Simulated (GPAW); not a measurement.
# C (Fd-3m) in GPAW: a series of runs

One crystal, C, is run at these levels: r2SCAN, PBEsol; tasks: band structure, equation of state.

All numbers are computed with GPAW 26.7.0; they aren't measurements. Logs are shortened: lines on timing, memory, paths and dates and some standing lists are left out, and cuts for length are marked. The log counts tension as positive stress, the text compression.

**What was measured.**

“Equation of state of cubic boron nitride at high pressures and temperatures”, 2007, arxiv:cond-mat/0702656 quotes, for a bulk crystal of C: bulk modulus 444.8 ± 0.8 GPa.

The runs below are set against these values where they give the same quantity.

**1. The crystal as given**

The structure is cubic, space group Fd-3m (No. 227). Conventional cell: a = 3.567 Å, b = 3.567 Å, c = 3.567 Å, α = 90.00°, β = 90.00°, γ = 90.00°. C (site symmetry -43m) has 4 C at 1.54 Å as nearest neighbours.

This isn't the form of C at room conditions, which is graphite.

**2. Band structure, r2SCAN**

File run.py:

```python
from ase import Atoms
from ase.dft.bandgap import bandgap
from ase.io import write
from ase.units import GPa
from gpaw import GPAW, PW

atoms = Atoms(['C', 'C'],
              cell=[[0.0, 1.78337, 1.78337],
                    [1.78337, 0.0, 1.78337],
                    [1.78337, 1.78337, 0.0]],
              scaled_positions=[[0.75, 0.75, 0.75],
                                [0.5, 0.5, 0.5]],
              pbc=True)

calc = GPAW(mode=PW(800),
            xc='MGGA_X_R2SCAN+MGGA_C_R2SCAN',
            kpts={'size': (10, 10, 10), 'gamma': True},
            occupations={'name': 'fermi-dirac', 'width': 0.05},
            nbands=11,
            convergence={'density': 1e-05, 'energy': 1e-05},
            maxiter=150,
            txt='gpaw.txt')
atoms.calc = calc
energy = atoms.get_potential_energy()
forces = atoms.get_forces()
stress = atoms.get_stress()
calc.write('gs.gpw')
write('result.traj', atoms)
print(f'Energy: {energy:.6f} eV')
print('Forces (eV/A):')
print(forces.round(4))
print('Stress (GPa):', (stress / GPa).round(3))
print('Fermi level:', round(calc.get_fermi_level(), 4), 'eV')
print(f'Gap: {bandgap(calc)[0]:.4f} eV, direct: {bandgap(calc, direct=True)[0]:.4f} eV')

path = atoms.cell.bandpath('GXWKGLUWLK,UX', npoints=60, eps=1e-4)
bs_calc = calc.fixed_density(kpts=path, symmetry='off', nbands=18,
                             convergence={'bands': 'CBM+6.0', 'eigenstates': 1e-6}, txt='bands.txt')
bs = bs_calc.band_structure()
bs.write('bs.json')
print(f'Gap on the path: {bandgap(bs_calc)[0]:.4f} eV')
```

Potentials or basis: GPAW PAW data sets (gpaw-data 1.2.1), pw.

The run is started by

```console
OMP_NUM_THREADS=1 python run.py
```

gpaw.txt:

```text
__  _  _
 | _ |_)|_||  |
 |__||  | ||/\| - 26.7.0

Input parameters:
  mode=PW(ecut=800.0),
  convergence={'density': 1e-05, 'energy': 1e-05},
  kpts=MonkhorstPack(size=(10, 10, 10), gamma=True),
  maxiter=150,
  nbands=11,
  occupations=Occupations(name='fermi-dirac', width=0.05),
  xc=XC(name='MGGA_X_R2SCAN+MGGA_C_R2SCAN')

Diagonalizing LCAO Hamiltonian
Converting LCAO to pw mode

          C
       C

Atoms  # Å, Bohr magnetons
|   | symbol |        x |        y |        z |    initial magnetic moments |
|---|--------|----------|----------|----------|-----------------------------|
| 0 |      C | 2.675055 | 2.675055 | 2.675055 | ( 0.0000,  0.0000,  0.0000) |
| 1 |      C | 1.783370 | 1.783370 | 1.783370 | ( 0.0000,  0.0000,  0.0000) |

Unit cell  # Å
| periodic |        x |        y |        z |  lengths |    angles |
|----------|----------|----------|----------|----------|-----------|
|      yes | 0.000000 | 1.783370 | 1.783370 | 2.522066 | 60.000000 |
|      yes | 1.783370 | 0.000000 | 1.783370 | 2.522066 | 60.000000 |
|      yes | 1.783370 | 1.783370 | 0.000000 | 2.522066 | 60.000000 |

Number of symmetries: 24
Symmetry operations  # r_c * U_cc + t_c -> r_c
|    | kind |            matrix            |
|----|------|------------------------------|
|  0 |  E   |  1, 0, 0,  0, 1, 0,  0, 0, 1 |
|  1 |  σ   |  1, 0, 0,  0, 0, 1,  0, 1, 0 |
|  2 |  σ   |  1, 0,-1,  0, 1,-1,  0, 0,-1 |
|  3 |  C3  |  1, 0,-1,  0, 0,-1,  0, 1,-1 |
|  4 |  C3  |  1,-1, 0,  0,-1, 1,  0,-1, 0 |
|  5 |  σ   |  1,-1, 0,  0,-1, 0,  0,-1, 1 |
|  6 |  σ   |  0, 1, 0,  1, 0, 0,  0, 0, 1 |
|  7 |  C3  |  0, 1, 0,  0, 0, 1,  1, 0, 0 |
|  8 |  C2  |  0, 1,-1,  1, 0,-1,  0, 0,-1 |
|  9 |  S4  |  0, 1,-1,  0, 0,-1,  1, 0,-1 |
| 10 |  C3  |  0, 0, 1,  1, 0, 0,  0, 1, 0 |
| 11 |  σ   |  0, 0, 1,  0, 1, 0,  1, 0, 0 |
| 12 |  S4  |  0, 0,-1,  1, 0,-1,  0, 1,-1 |
| 13 |  C3  |  0, 0,-1,  0, 1,-1,  1, 0,-1 |
| 14 |  S4  |  0,-1, 1,  1,-1, 0,  0,-1, 0 |
| 15 |  C2  |  0,-1, 1,  0,-1, 0,  1,-1, 0 |
| 16 |  C3  |  0,-1, 0,  1,-1, 0,  0,-1, 1 |
| 17 |  S4  |  0,-1, 0,  0,-1, 1,  1,-1, 0 |
| 18 |  S4  | -1, 1, 0, -1, 0, 1, -1, 0, 0 |
| 19 |  C3  | -1, 1, 0, -1, 0, 0, -1, 0, 1 |
| 20 |  C3  | -1, 0, 1, -1, 1, 0, -1, 0, 0 |
| 21 |  S4  | -1, 0, 1, -1, 0, 0, -1, 1, 0 |
| 22 |  σ   | -1, 0, 0, -1, 1, 0, -1, 0, 1 |
| 23 |  C2  | -1, 0, 0, -1, 0, 1, -1, 1, 0 |

BZ-sampling:
  Number of BZ points: 1000
  Number of IBZ points: 47

  Monkhorst-Pack size: [10, 10, 10]
  Monkhorst-Pack shift: [0.05, 0.05, 0.05]

K-points  # in reciprocal-cell coordinates
|     |                                coordinates |     weight |
|-----|--------------------------------------------|------------|
|   0 | (  0.00000000,   0.00000000,   0.00000000) | 0.00100000 |
|   1 | (  0.10000000,   0.10000000,   0.00000000) | 0.00600000 |
|   2 | (  0.10000000,   0.10000000,   0.10000000) | 0.00800000 |
|   3 | (  0.20000000,   0.10000000,   0.10000000) | 0.01200000 |
|   4 | (  0.20000000,   0.20000000,   0.00000000) | 0.00600000 |
|   5 | (  0.20000000,   0.20000000,   0.10000000) | 0.02400000 |
|   6 | (  0.20000000,   0.20000000,   0.20000000) | 0.00800000 |
|   7 | (  0.30000000,   0.20000000,   0.10000000) | 0.02400000 |
|   8 | (  0.30000000,   0.20000000,   0.20000000) | 0.02400000 |
|   9 | (  0.30000000,   0.30000000,   0.00000000) | 0.00600000 |
| ... |                                            |            |
|  46 | (  0.50000000,   0.50000000,   0.50000000) | 0.00400000 |

Plane wave coefficients: 596
Cutoff: 800.0 eV

Spin-components: 1 (collinear spins)
Bands:           11
Projectors:      10
Spin-degeneracy: 2
Datatype:        complex128

Parallelization:
  kpt:    1
  domain: 1
  band:   1

Density:
  Valence electrons: 8.0
  Components: 1
  Grid points: [18 18 18]
  Charge: 0.0  # |e|

Potential:
  Grid points: [18 18 18]

species:
  C:
    name:    Carbon
    Z:       6.0
    valence: 4
    core:    2
    charge:  0.0  # [|e|]
    compensation charges:
      type: gauss
      rc: 0.20  # [Å]
      lmax: 2
    cutoffs:
      filter: 1.14  # [Å]
      core: 1.14  # [Å]
    projectors
    | kind |    occ | energy [eV] | rcut [Å] |
    |------|--------|-------------|----------|
    |   2s |  2.000 |     -13.751 |    0.635 |
    |   2p |  2.000 |      -5.284 |    0.635 |
    |    s |        |      13.461 |    0.635 |
    |    p |        |      21.927 |    0.635 |
    |    d |        |       0.000 |    0.635 |

    Using partial waves for C as LCAO basis

Reference energy: -2055.256231  # eV

eigensolver:
  PPCG
  Converge bands: occupied
  niter=2

density mixing:
  MSR1-Mixer
  Pratt-step length: 0.05
  Maximum mixing coefficient: 0.75
  Old densities: 10
  SVD Regularization: 0.005
  Good broyden scale: 1.0
  Trust region scale: 1.0
  Backstep threshold: 4.0
  History deletion threshold: 6.0
  Fourier metric: weight=20.0, sigma=0.015

occupation numbers:
  Fermi-Dirac:
    width: 0.0500  # eV

poisson solver:
  ecut: 6400.0  # eV

xc functional:
  name: MGGA_X_R2SCAN+MGGA_C_R2SCAN with 2 nearest neighbor stencil

convergence criteria:
- Maximum integral of absolute [dens]ity change: 1e-05 electrons / valence electron
- Maximum [total energy] change in last 3 cyles: 1e-05 eV / valence electron
- Maximum integral of absolute [eigenst]ate change: 4e-08 eV^2 / valence electron
maximum number of iterations: 150

SCF iterations
|iter     | |      energy | eigst |  dens |
|---------|-|-------------|-------|-------|
|iter:   1| |  -21.700031 | +0.09 |       |
|iter:   2| |  -19.925345 | -1.40 | -0.83 |
|iter:   3| |  -19.681424 | -1.41 | -0.85 |
|iter:   4| |  -19.685664 | -3.53 | -1.63 |
|iter:   5| |  -19.685905 | -4.41 | -2.07 |
|iter:   6| |  -19.685908 | -6.56 | -3.43 |
|iter:   7| |  -19.685909c| -7.23 | -3.92 |
|iter:   8| |  -19.685909c| -8.30c| -5.30c|

Converged in 8 steps
Energy contributions relative to reference atoms: (reference = -2055.256231)

Energy contributions:
  Kinetic:          14.514841
  Coulomb:         -13.649602
  Zero:              0.031760
  External:          0.000000
  Xc:              -20.582908
  Entropy:          -0.000000
  Spinorbit:         0.000000
  ----------------------------
  Free energy:     -19.685909
  Extrapolated:    -19.685909

dipole moment: (2.138292, 2.138292, 2.138292)  # |e|*Ang

Fermi level: 12.951
Eigenvalues  # (at kpt = [0.000, 0.000, 0.000])
| band index |      eig [eV] | occ [0-2] |
|------------|---------------|-----------|
|          0 |       -10.643 |     2.000 |
|          1 |        12.033 |     2.000 |
|          2 |        12.033 |     2.000 |
|          3 |        12.033 |     2.000 |
|          4 |        17.904 |     0.000 |
|          5 |        17.904 |     0.000 |
|          6 |        17.904 |     0.000 |
|          7 |        25.884 |     0.000 |
|          8 |        32.460 |     0.000 |
|          9 |        39.381 |     0.000 |
|         10 |        39.624 |     0.000 |

Gap: 4.386 eV
Transition (v -> c):
  (s=0, k=0, n=3, [0.00, 0.00, 0.00]) -> (s=0, k=24, n=4, [0.40, 0.40, 0.00])
Direct/indirect transitions are different
Direct gap: 5.871 eV
Transition at: (s=0, k=0, n=3, [0.00, 0.00, 0.00])

Forces  # eV/Ang
|       x |        y |        z |
|---------|----------|----------|
| 0.00000 |  0.00000 | -0.00000 |  # C    0
| 0.00000 | -0.00000 |  0.00000 |  # C    1

Stress tensor  # eV/Ang^3
|        x |         y |         z |
|----------|-----------|-----------|
| 0.019096 |  0.000000 |  0.000000 |
| 0.000000 |  0.019096 | -0.000000 |
| 0.000000 | -0.000000 |  0.019096 |

# Writing to gs.gpw (mode='')
```

It took 32 s on 1 thread of Intel Xeon Platinum 8375C at 2.90GHz (Ice Lake), shared host; peak memory 0.18 GiB.

Results:

```
Free energy             : -19.6859 eV
Pressure                : -3.1 GPa
Band gap on the k mesh  : 4.39 eV, indirect (least direct gap 5.87 eV)
Band gap along the path : 4.35 eV, indirect (least direct gap 5.87 eV)
```

Levels at the corners of the path, in eV from the valence-band top:
```
point  band 1  band 2  band 3  band 4  band 5  band 6  band 7
    Γ  -22.68    0.00    0.00    0.00    5.87    5.87    5.87
    X  -13.57  -13.57   -6.65   -6.65    5.01    5.01   17.91
    W  -12.80  -12.80   -8.70   -8.70   11.27   11.27   12.94
    K  -13.86  -12.48   -9.73   -5.66    5.98   11.33   15.25
    Γ  -22.68    0.00    0.00    0.00    5.87    5.87    5.87
    L  -16.73  -14.03   -2.97   -2.97    8.90    8.90    9.15
    U  -13.86  -12.48   -9.73   -5.66    5.98   11.33   15.25
    W  -12.80  -12.80   -8.70   -8.70   11.27   11.27   12.94
    L  -16.73  -14.03   -2.97   -2.97    8.90    8.90    9.15
    K  -13.86  -12.48   -9.73   -5.66    5.98   11.33   15.25
    U  -13.86  -12.48   -9.73   -5.66    5.98   11.33   15.25
    X  -13.57  -13.57   -6.65   -6.65    5.01    5.01   17.91
```

Caveat: the PAW data sets were made with another functional, which shifts forces and pressure a little. r2SCAN opens gaps a little over a GGA but as a rule still falls short of measured ones.

(Part 1 of 2 ends here.)
